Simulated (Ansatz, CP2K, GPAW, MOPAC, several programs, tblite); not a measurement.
## AgCl (h-MgO type) from semi-empirical methods to plane-wave DFT

AgCl in the h-MgO-type structure, relaxed with r2SCAN in Ansatz, was computed with several methods. The symmetry is P6_3/mmc (No. 194, hexagonal); a = 4.518 Å, c = 5.723 Å in the conventional setting, 25.30 Å³ an atom. Around Ag lie 5 Cl at 2.61–2.86 Å; around Cl lie 5 Ag at 2.61–2.86 Å. (Calculated; spin-unpolarised; the phase may be known or hypothetical.)

```yaml
crystal:
  lattice:
    - [4.51840, 0.00000, 0.00000]
    - [-2.25920, 3.91305, 0.00000]
    - [0.00000, 0.00000, 5.72303]
  atoms:
    - { symbol: Ag, position: [0.33333, 0.66667, 0.25000] }
    - { symbol: Ag, position: [0.66667, 0.33333, 0.75000] }
    - { symbol: Cl, position: [0.66667, 0.33333, 0.25000] }
    - { symbol: Cl, position: [0.33333, 0.66667, 0.75000] }
```

Gaps and times are for a single point on this cell; volume and bulk modulus come from each method's own relaxation or energy curve at fixed shape, which is too stiff where a cell has free coordinates or axes. Times are rough, from shared hosts (Arm Neoverse V2), and each method has its own mesh and cell size. A double dagger marks a value from a curve with shape and coordinates held. PM6 (MOPAC): levels, charges or heat of formation failed a check of plausibility, so no values are given. PM6 (MOPAC), PM7 (MOPAC), GFN1-xTB (tblite), GFN2-xTB (tblite) treat a cluster of cells at its zone centre, which samples few k points: where these miss a band edge, the gap comes out too large for that reason alone. Gaps from k meshes are read at a limited set of points (mesh, symmetry points, PBE's band edges), so each method's own least gap may be somewhat smaller. xTB and the PM methods were fitted mostly to molecules, and can miss a solid's gap by electronvolts. Minimal bases can be far off for gaps. GLLB-SC's gap includes the derivative discontinuity. d marks a direct gap, i an indirect one (no mark: not told apart), a dash a value that wasn't computed or didn't pass its checks.

| method | kind | gap (eV) | own volume (Å³/atom) | bulk modulus (GPa) | atoms computed | processor time |
| --- | --- | --- | --- | --- | --- | --- |
| light PBE (260 eV and a coarse mesh) | light plane-wave | 1.42 d | – | – | 4 | 1 s |
| GFN1-xTB (tblite) | tight binding | 2.50 | 25.92‡ | 47‡ | 72 | 2.9 s |
| PBE | semilocal | 1.37 i | 26.37 | 33‡ | 4 | 3.7 s |
| GFN2-xTB (tblite) | tight binding | 2.85 | 24.68‡ | 46‡ | 72 | 5.3 s |
| PBE/SZV (CP2K) | small basis | 1.25 i | – | – | 4 | 6.9 s |
| r2SCAN | semilocal | 1.82 i | 25.30 | 39‡ | 4 | 9.8 s |
| PM7 (MOPAC) | semi-empirical | 2.48 | – | – | 72 | 23 s |
| PBE/DZVP (CP2K) | small basis | 1.33 i | 26.66‡ | 33‡ | 4 | 23 s |
| PM6 (MOPAC) | semi-empirical | – | – | – | 72 | 59 s |
| PBE/single zeta (GPAW) | small basis | 1.04 i | – | – | 4 | 61 s |
| GLLB-SC (GPAW) | model potential | 3.19 | – | – | 4 | 110 s |

Against r2SCAN (1.82 eV) and with closed or daggered gaps left aside, the nearest gap at the points sampled is that of light PBE (260 eV and a coarse mesh) (-0.40 eV) and the farthest that of GLLB-SC (GPAW) (+1.37 eV). r2SCAN is only a yardstick of convenience: semilocal gaps usually lie below measured ones, which GLLB-SC and hybrids aim to mend.

Volumes against r2SCAN's: PBE +4.3 %.

The runs are scalar-relativistic, without spin-orbit coupling.
